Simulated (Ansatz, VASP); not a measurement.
**One calculation of SrO, two programs**

```
CELL_PARAMETERS angstrom
0.00000 2.56144 2.56144
2.56144 0.00000 2.56144
2.56144 2.56144 0.00000
ATOMIC_POSITIONS crystal
Sr 0.50000 0.50000 0.50000
O 0.00000 0.00000 0.00000
```

Alike in both runs: functional PBEsol; k mesh 12 × 12 × 12; occupations fermi-dirac, width 0.1 eV; no spin polarisation.

Ansatz relaxed the structure, and its values are those at the end. VASP's run is a single point on that final structure, the one shown.

```csv
,VASP,Ansatz
version,VASP 6.6.1,Ansatz 0.2.0
potentials or method,"VASP PAW PBE potentials, release 64 (Sr_sv, O)","PAW with Ansatz's default frozen-core files, scalar-relativistic"
plane-wave cutoff (eV),520,420
valence electrons in the cell,16,16
```

```csv
,VASP,Ansatz,Ansatz less VASP
pressure (GPa),0.6,0.0,-0.64
```

The functional is the same, so the differences come from potentials, cutoffs and numerics.

Caveats: the PAW data sets were made with another functional, which shifts forces and pressure a little (VASP). A k mesh can miss the band edges.
